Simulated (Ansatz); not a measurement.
# Mn3O4 (Hausmannite): the cost of one run

Computed with Ansatz 0.2.0 (DFT r²SCAN, scalar-relativistic, plane waves, PAW, unless a step's input says otherwise).

### 1 The starting structure

It takes space group I4_1/amd (No. 141, tetragonal). The conventional cell has a = 5.723 Å, b = 5.723 Å, c = 9.491 Å, α = 90.00°, β = 90.00°, γ = 90.00°. Mn (site symmetry -4m2) has 4 O at 2.02 Å as nearest neighbours. Mn (site symmetry 2/m) is surrounded by 4 O at 1.92 Å. O (site symmetry m) has 3 Mn at 1.92 to 2.02 Å as nearest neighbours.

Coordinates:

```cif
data_structure
_symmetry_space_group_name_H-M 'P 1'
_symmetry_Int_Tables_number 1
_cell_length_a 6.2368
_cell_length_b 6.2368
_cell_length_c 6.2368
_cell_angle_alpha 125.381
_cell_angle_beta 125.381
_cell_angle_gamma 80.908
_cell_volume 155.43
loop_
_atom_site_label
_atom_site_type_symbol
_atom_site_fract_x
_atom_site_fract_y
_atom_site_fract_z
_atom_site_occupancy
Mn1 Mn 0.00000 0.00000 0.00000 1
Mn2 Mn 0.75000 0.25000 0.50000 1
Mn3 Mn 0.87500 0.62500 0.25000 1
Mn4 Mn 0.37500 0.62500 0.25000 1
Mn5 Mn 0.37500 0.62500 0.75000 1
Mn6 Mn 0.37500 0.12500 0.75000 1
O1 O 0.60666 0.38247 0.22420 1
O2 O 0.13247 0.40827 0.27580 1
O3 O 0.15827 0.38247 0.77580 1
O4 O 0.13247 0.85666 0.72420 1
O5 O 0.14334 0.86753 0.27580 1
O6 O 0.61753 0.39334 0.77580 1
O7 O 0.59173 0.86753 0.72420 1
O8 O 0.61753 0.84173 0.22420 1
```

Starting moments: Mn 4.29, -3.53 μB.

### 2 A single point with the electronic structure

input.yaml

```yaml
crystal:
  lattice:
    - [-2.8614159489, 2.8614159489, 4.7457459797]
    - [2.8614159489, -2.8614159489, 4.7457459797]
    - [2.8614159489, 2.8614159489, -4.7457459797]
  atoms:
    - { symbol: Mn, position: [0.0, 0.0, 0.0], spin: 4.29 }
    - { symbol: Mn, position: [0.75, 0.25, 0.5], spin: 4.29 }
    - { symbol: Mn, position: [0.875, 0.625, 0.25], spin: -3.53 }
    - { symbol: Mn, position: [0.375, 0.625, 0.25], spin: -3.53 }
    - { symbol: Mn, position: [0.375, 0.625, 0.75], spin: -3.53 }
    - { symbol: Mn, position: [0.375, 0.125, 0.75], spin: -3.53 }
    - { symbol: O, position: [0.6066633929, 0.3824659732, 0.2241974197] }
    - { symbol: O, position: [0.1324659732, 0.4082685535, 0.2758025803] }
    - { symbol: O, position: [0.1582685535, 0.3824659732, 0.7758025803] }
    - { symbol: O, position: [0.1324659732, 0.8566633929, 0.7241974197] }
    - { symbol: O, position: [0.1433366071, 0.8675340268, 0.2758025803] }
    - { symbol: O, position: [0.6175340268, 0.3933366071, 0.7758025803] }
    - { symbol: O, position: [0.5917314465, 0.8675340268, 0.7241974197] }
    - { symbol: O, position: [0.6175340268, 0.8417314465, 0.2241974197] }
basis:
  ecutwfc: 500
  ecutrho_ratio: 4
kpoints:
  mp_grid: { grid: [6, 6, 6] }
  band_path:
    path:
      - [[0.0, 0.0, 0.0], [0.0, 0.0, 0.5], [0.25, 0.25, 0.25], [0.0, 0.5, 0.0], [0.0, 0.0, 0.0], [0.5, 0.5, -0.5], [0.34088517, 0.65911483, -0.34088517]]
      - [[-0.34088517, 0.34088517, 0.34088517], [0.0, 0.0, 0.0]]
      - [[0.0, 0.0, 0.5], [-0.18177034, 0.18177034, 0.5]]
      - [[0.5, 0.5, -0.18177034], [0.5, 0.5, -0.5]]
    npoints: 10
hamiltonian:
  xc: r2scan
scf:
  occupations: { method: gaussian, width: 0.05 }
  n_extra_bands: 57
output:
  forces: true
  stress: true
  eigenvalues: true
  populations: true
  dos: { projected: true, de: 0.02, nscf_kmesh: { grid: [9, 9, 9] } }
  bader: false
magnetization:
  spin_polarized: true
checkpoint:
  read: start.run
  write: ck
  compress: false
  write_wavefunctions: false
  write_every: 100000
```

The run starts from a saved state of the same cell, the folder start.run.

Launch:

```
$ ansatz run input.yaml --threads 4 --pin off --max-ram 10240MiB --backend cpu --events-out ev --progress --plain --runs-dir out
```

What time and memory should one allow on 4 threads of Intel Xeon at 2.70GHz, shared host?

About 2 min, with a peak of 2.6 GiB.
